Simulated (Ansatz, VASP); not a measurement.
# InGa3As2 in VASP and in Ansatz

File INCAR:

```
PREC = Accurate
ENCUT = 520
EDIFF = 1E-6
ISMEAR = 0
SIGMA = 0.1
LREAL = F
LASPH = T
NELM = 80
ALGO = Fast
ISIF = 2
LWAVE = F
LCHARG = T
GGA = PE
LELF = T
LVHAR = T
NBANDS = 40
```

The input KPOINTS:

```
Automatic mesh
0
Gamma
  6 6 6
```

Contents of POSCAR:

```
InGa3As2
1.0
    2.8524664100      1.6468722500      4.7284353100
   -2.8524664100      1.6468722500      4.7284353100
    0.0000000000     -3.2937444900      4.7284353100
In Ga As
1 3 2
Direct
    0.5000000000      0.5000000000      0.5000000000
    0.0000000000      0.5000000000      0.5000000000
    0.5000000000      0.0000000000      0.5000000000
    0.5000000000      0.5000000000      0.0000000000
    0.8748720300      0.8748720300      0.8748720300
    0.1251279700      0.1251279700      0.1251279700
```

Input for Ansatz:

```yaml
crystal:
  lattice:
    - [2.85246641, 1.64687225, 4.72843531]
    - [-2.85246641, 1.64687225, 4.72843531]
    - [0.0, -3.29374449, 4.72843531]
  atoms:
    - { symbol: In, position: [0.5, 0.5, 0.5] }
    - { symbol: Ga, position: [0.0, 0.5, 0.5] }
    - { symbol: Ga, position: [0.5, 0.0, 0.5] }
    - { symbol: Ga, position: [0.5, 0.5, 0.0] }
    - { symbol: As, position: [0.87487203, 0.87487203, 0.87487203] }
    - { symbol: As, position: [0.12512797, 0.12512797, 0.12512797] }
basis:
  ecutwfc: 420
kpoints:
  mp_grid: { grid: [6, 6, 6] }
hamiltonian:
  xc: pbe
scf:
  occupations: { method: gaussian, width: 0.1 }
  lower_state_search: "off"
output:
  forces: true
  stress: true
  eigenvalues: true
```

Change from the starting cell: species swapped into the Eu2Al3Ga type (R-3m, No. 166).

Alike in both runs: task single point; functional PBE; k mesh 6 × 6 × 6; occupations gaussian, width 0.1 eV; no spin polarisation.

|  | VASP | Ansatz |
| --- | --- | --- |
| version | VASP 6.6.1 | Ansatz 0.2.0 |
| potentials or method | VASP PAW PBE potentials, release 64 (In_d, Ga_d, As) | scalar-relativistic, plane waves, PAW |
| plane-wave cutoff (eV) | 520 | 420 |
| valence electrons in the cell | 62 | 82 |

VASP gave:

```
gap on the k mesh at the Fermi level (eV)       : none
pressure (GPa)                                  : -1.5
largest component of the traceless stress (GPa) : 1.80
rms of the force components (eV/Å)              : 0.025
```

What did Ansatz give for the same quantities?

gap on the k mesh at the Fermi level (eV): none; pressure (GPa): -1.4; largest component of the traceless stress (GPa): 1.80; rms of the force components (eV/Å): 0.025.

Atom by atom the forces differ by 0.000 eV/Å (rms over components). A gap of «none» marks a metal or a gap that the smearing closes. With one functional, cell and mesh, what is left measures potentials, basis and numerics. The two sets of potentials don't hold the same shells in valence.
